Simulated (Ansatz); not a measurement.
Structure: BaZrO3 (cubic perovskite), at its r2SCAN minimum. Space group Pm-3m (No. 221), cubic; conventional cell a = 4.205 Å, 14.87 Å³ an atom. Ba has 12 O at 2.97 Å; Zr has 6 O at 2.10 Å; O has 2 Zr at 2.10 Å and 4 Ba at 2.97 Å.

```cif
data_structure
_symmetry_space_group_name_H-M 'Pm-3m'
_symmetry_Int_Tables_number 221
_cell_length_a 4.2054
_cell_length_b 4.2054
_cell_length_c 4.2054
_cell_angle_alpha 90.000
_cell_angle_beta 90.000
_cell_angle_gamma 90.000
_cell_volume 74.37
loop_
_atom_site_label
_atom_site_type_symbol
_atom_site_symmetry_multiplicity
_atom_site_Wyckoff_symbol
_atom_site_fract_x
_atom_site_fract_y
_atom_site_fract_z
_atom_site_occupancy
Ba1 Ba 1 a 0.00000 0.00000 0.00000 1
Zr1 Zr 1 b 0.50000 0.50000 0.50000 1
O1 O 3 c 0.50000 0.50000 0.00000 1
```

The questions ask for values computed with the PAW code Ansatz on this geometry. Calculated for a static, non-magnetic cell.

Q: What gap does PBE give, and where are the band edges?

A: The PBE gap is indirect, 3.22 eV (R to Γ), below the direct gap of 3.42 eV at Γ.

Q: Estimate the gap with PBE+SOC on 6×6×6.

A: PBE+SOC gives an indirect gap of 3.19 eV, from R to Γ; the least direct gap is 3.36 eV at Γ. The gap differs by -0.03 eV from PBE's.

Q: Estimate the gap with r2SCAN on 6×6×6.

A: The r2SCAN gap is indirect, 3.73 eV (R to Γ), below the direct gap of 3.96 eV at Γ. The gap differs by +0.51 eV from PBE's.

Q: Estimate the gap with HSE06 on 4×4×4.

A: With HSE06 the valence top lies at R and the conduction bottom at Γ, 4.69 eV higher; the smallest vertical gap, at Γ, is 4.96 eV. The gap differs by +1.47 eV from PBE's.

Q: Estimate the gap with PBE0 on 4×4×4.

A: PBE0 gives an indirect gap of 5.44 eV, from R to Γ; the least direct gap is 5.71 eV at Γ. The gap differs by +2.22 eV from PBE's.

Only the levels marked +SOC include spin-orbit coupling.

The meshes of the hybrids are coarse, so their gaps aren't converged to the digits shown.
